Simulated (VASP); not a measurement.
# W: drag along a line

W, slab, 13 atoms in the cell. PBE, constrained relaxations along a path; PAW potentials W_sv (PBE set).

Path: drag along a line, W hops from a hollow site to the next hollow site of W(100).

## Input

INCAR:
```
ALGO     = Normal         # electronic algorithm
EDIFF    = 1E-6           # SCF threshold, eV
EDIFFG   = -0.03          # ionic threshold
ENCUT    = 250            # plane-wave cutoff, eV
IBRION   = 2              # ionic algorithm
ISIF     = 2              # what is computed and relaxed
ISMEAR   = 1              # smearing method
KPAR     = 2            
LASPH    = True           # aspherical terms in the spheres
LCHARG   = False          # write CHGCAR
LREAL    = False          # projectors in reciprocal space
LWAVE    = False          # write WAVECAR
NELM     = 100            # most SCF steps
NSW      = 60             # ionic steps
POTIM    = 0.5            # step
PREC     = Normal         # precision mode
SIGMA    = 0.1            # smearing width, eV
```

KPOINTS:
```
k-points
0
Gamma
  3 3 1
```

POSCAR.step1:
```
W
1.0
    6.3293800000      0.0000000000      0.0000000000
    0.0000000000      6.3293800000      0.0000000000
    0.0000000000      0.0000000000     18.3346900000
W
13
Selective dynamics
Direct
    0.0000000000      0.0000000000      0.3272485109  F F F
    0.5000000000      0.0000000000      0.3272485109  F F F
    0.0000000000      0.5000000000      0.3272485109  F F F
    0.5000000000      0.5000000000      0.3272485109  F F F
    0.2500000000      0.2500000000      0.4135518517  T T T
    0.7500000000      0.2500000000      0.4135518517  T T T
    0.2500000000      0.7500000000      0.4135518517  T T T
    0.7500000000      0.7500000000      0.4135518517  T T T
    0.0000000000      0.0000000000      0.4998551925  T T T
    0.5000000000      0.0000000000      0.4998551925  T T T
    0.0000000000      0.5000000000      0.4998551925  T T T
    0.5000000000      0.5000000000      0.4998551925  T T T
    0.2500000000      0.2500000000      0.6227158804  F T T
```

POSCAR.step2:
```
W
1.0
    6.3293800000      0.0000000000      0.0000000000
    0.0000000000      6.3293800000      0.0000000000
    0.0000000000      0.0000000000     18.3346900000
W
13
Selective dynamics
Direct
    0.0000000000      0.0000000000      0.3272485109  F F F
    0.5000000000      0.0000000000      0.3272485109  F F F
    0.0000000000      0.5000000000      0.3272485109  F F F
    0.5000000000      0.5000000000      0.3272485109  F F F
    0.2500000000      0.2500000000      0.4135518517  T T T
    0.7500000000      0.2500000000      0.4135518517  T T T
    0.2500000000      0.7500000000      0.4135518517  T T T
    0.7500000000      0.7500000000      0.4135518517  T T T
    0.0000000000      0.0000000000      0.4998551925  T T T
    0.5000000000      0.0000000000      0.4998551925  T T T
    0.0000000000      0.5000000000      0.4998551925  T T T
    0.5000000000      0.5000000000      0.4998551925  T T T
    0.1500000000      0.2500000000      0.6227158804  F T T
```

POSCAR.step3:
```
W
1.0
    6.3293800000      0.0000000000      0.0000000000
    0.0000000000      6.3293800000      0.0000000000
    0.0000000000      0.0000000000     18.3346900000
W
13
Selective dynamics
Direct
    0.0000000000      0.0000000000      0.3272485109  F F F
    0.5000000000      0.0000000000      0.3272485109  F F F
    0.0000000000      0.5000000000      0.3272485109  F F F
    0.5000000000      0.5000000000      0.3272485109  F F F
    0.2500000000      0.2500000000      0.4135518517  T T T
    0.7500000000      0.2500000000      0.4135518517  T T T
    0.2500000000      0.7500000000      0.4135518517  T T T
    0.7500000000      0.7500000000      0.4135518517  T T T
    0.0000000000      0.0000000000      0.4998551925  T T T
    0.5000000000      0.0000000000      0.4998551925  T T T
    0.0000000000      0.5000000000      0.4998551925  T T T
    0.5000000000      0.5000000000      0.4998551925  T T T
    0.0750000000      0.2500000000      0.6227158804  F T T
```

POSCAR.step4:
```
W
1.0
    6.3293800000      0.0000000000      0.0000000000
    0.0000000000      6.3293800000      0.0000000000
    0.0000000000      0.0000000000     18.3346900000
W
13
Selective dynamics
Direct
    0.0000000000      0.0000000000      0.3272485109  F F F
    0.5000000000      0.0000000000      0.3272485109  F F F
    0.0000000000      0.5000000000      0.3272485109  F F F
    0.5000000000      0.5000000000      0.3272485109  F F F
    0.2500000000      0.2500000000      0.4135518517  T T T
    0.7500000000      0.2500000000      0.4135518517  T T T
    0.2500000000      0.7500000000      0.4135518517  T T T
    0.7500000000      0.7500000000      0.4135518517  T T T
    0.0000000000      0.0000000000      0.4998551925  T T T
    0.5000000000      0.0000000000      0.4998551925  T T T
    0.0000000000      0.5000000000      0.4998551925  T T T
    0.5000000000      0.5000000000      0.4998551925  T T T
    0.0000000000      0.2500000000      0.6227158804  F T T
```

POSCAR.step5:
```
W
1.0
    6.3293800000      0.0000000000      0.0000000000
    0.0000000000      6.3293800000      0.0000000000
    0.0000000000      0.0000000000     18.3346900000
W
13
Selective dynamics
Direct
    0.0000000000      0.0000000000      0.3272485109  F F F
    0.5000000000      0.0000000000      0.3272485109  F F F
    0.0000000000      0.5000000000      0.3272485109  F F F
    0.5000000000      0.5000000000      0.3272485109  F F F
    0.2500000000      0.2500000000      0.4135518517  T T T
    0.7500000000      0.2500000000      0.4135518517  T T T
    0.2500000000      0.7500000000      0.4135518517  T T T
    0.7500000000      0.7500000000      0.4135518517  T T T
    0.0000000000      0.0000000000      0.4998551925  T T T
    0.5000000000      0.0000000000      0.4998551925  T T T
    0.0000000000      0.5000000000      0.4998551925  T T T
    0.5000000000      0.5000000000      0.4998551925  T T T
   -0.0750000000      0.2500000000      0.6227158804  F T T
```

POSCAR.step6:
```
W
1.0
    6.3293800000      0.0000000000      0.0000000000
    0.0000000000      6.3293800000      0.0000000000
    0.0000000000      0.0000000000     18.3346900000
W
13
Selective dynamics
Direct
    0.0000000000      0.0000000000      0.3272485109  F F F
    0.5000000000      0.0000000000      0.3272485109  F F F
    0.0000000000      0.5000000000      0.3272485109  F F F
    0.5000000000      0.5000000000      0.3272485109  F F F
    0.2500000000      0.2500000000      0.4135518517  T T T
    0.7500000000      0.2500000000      0.4135518517  T T T
    0.2500000000      0.7500000000      0.4135518517  T T T
    0.7500000000      0.7500000000      0.4135518517  T T T
    0.0000000000      0.0000000000      0.4998551925  T T T
    0.5000000000      0.0000000000      0.4998551925  T T T
    0.0000000000      0.5000000000      0.4998551925  T T T
    0.5000000000      0.5000000000      0.4998551925  T T T
   -0.1500000000      0.2500000000      0.6227158804  F T T
```

POSCAR.step7:
```
W
1.0
    6.3293800000      0.0000000000      0.0000000000
    0.0000000000      6.3293800000      0.0000000000
    0.0000000000      0.0000000000     18.3346900000
W
13
Selective dynamics
Direct
    0.0000000000      0.0000000000      0.3272485109  F F F
    0.5000000000      0.0000000000      0.3272485109  F F F
    0.0000000000      0.5000000000      0.3272485109  F F F
    0.5000000000      0.5000000000      0.3272485109  F F F
    0.2500000000      0.2500000000      0.4135518517  T T T
    0.7500000000      0.2500000000      0.4135518517  T T T
    0.2500000000      0.7500000000      0.4135518517  T T T
    0.7500000000      0.7500000000      0.4135518517  T T T
    0.0000000000      0.0000000000      0.4998551925  T T T
    0.5000000000      0.0000000000      0.4998551925  T T T
    0.0000000000      0.5000000000      0.4998551925  T T T
    0.5000000000      0.5000000000      0.4998551925  T T T
   -0.2500000000      0.2500000000      0.6227158804  F T T
```

Commands (each step's output is kept before the next begins):
```
cat potpaw_PBE.64/W_sv/POTCAR > POTCAR
cp POSCAR.step1 POSCAR
mpirun -np 8 vasp_std > vasp.out
cp POSCAR.step2 POSCAR
mpirun -np 8 vasp_std > vasp.out
cp POSCAR.step3 POSCAR
mpirun -np 8 vasp_std > vasp.out
cp POSCAR.step4 POSCAR
mpirun -np 8 vasp_std > vasp.out
cp POSCAR.step5 POSCAR
mpirun -np 8 vasp_std > vasp.out
cp POSCAR.step6 POSCAR
mpirun -np 8 vasp_std > vasp.out
cp POSCAR.step7 POSCAR
mpirun -np 8 vasp_std > vasp.out
```

## Result

- Barrier (eV): 1.969
- Ionic steps, all stages: 233
- Electronic steps, all stages: 3163

Energy along the pull:

| Share of the way | Energy above the start (eV) |
|---|---|
| 0 | 0.000 |
| 0.2 | 0.693 |
| 0.35 | 1.593 |
| 0.5 | 1.969 |
| 0.65 | 1.593 |
| 0.8 | 0.693 |
| 1 | 0.000 |

The slab is body-centred cubic W(100), in-plane cell 6.33 × 6.33 Å, with 3 × 3 k points.

Limits: the adatom repeats in each 2 x 2 surface cell, and the slab has three layers.

VASP 6.6.1 took 3371 s on 8 cores (Intel Xeon Platinum 8259CL @ 2.50GHz (Skylake/Cascade Lake)), a shared host.
